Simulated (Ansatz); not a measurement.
Predicting a hybrid from its neighbours: C4H6 (methylenecyclopropane)

C4H6: 10 atoms, total charge 0, spin state singlet. SMILES: `C=C1CC1`. The coordinates come from a PBE0-D4/def2-TZVP relaxation.

The HOMO–LUMO gap y, in eV, basis def2-SVP; a is the functional's share of exact exchange. Programs: Ansatz 0.2.0.

```
functional  program     a  y (eV)
    revPBE   Ansatz     0    5.52
       PBE   Ansatz     0    5.51
     B3LYP   Ansatz   0.2    7.24
   r2SCAN0   Ansatz  0.25       ?
      PBE0   Ansatz  0.25    7.71
     BHLYP   Ansatz   0.5    9.86
```

**Question.** Fit y = c + s·a to the known rows and predict r2SCAN0.

**Answer.** 
1. Means of the 5 rows: a = 0.1900, y = 7.168.
2. Σ(Δa)² = 0.172, Σ(Δa·Δy) = 1.4959, so the slope is 1.4959/0.172 = 8.6971.
3. Intercept: 7.168 − (8.6971) × 0.1900 = 5.516. The largest residual of the fit is 0.020.
4. r2SCAN0: 5.516 + (8.6971) × 0.25 = 7.69 eV.

The run gave 7.99 eV, so the prediction is off by -0.30 eV, more than the largest residual. Exact exchange lowers occupied levels and raises empty ones. The rows mix families of semi-local functionals, which the line can't see.
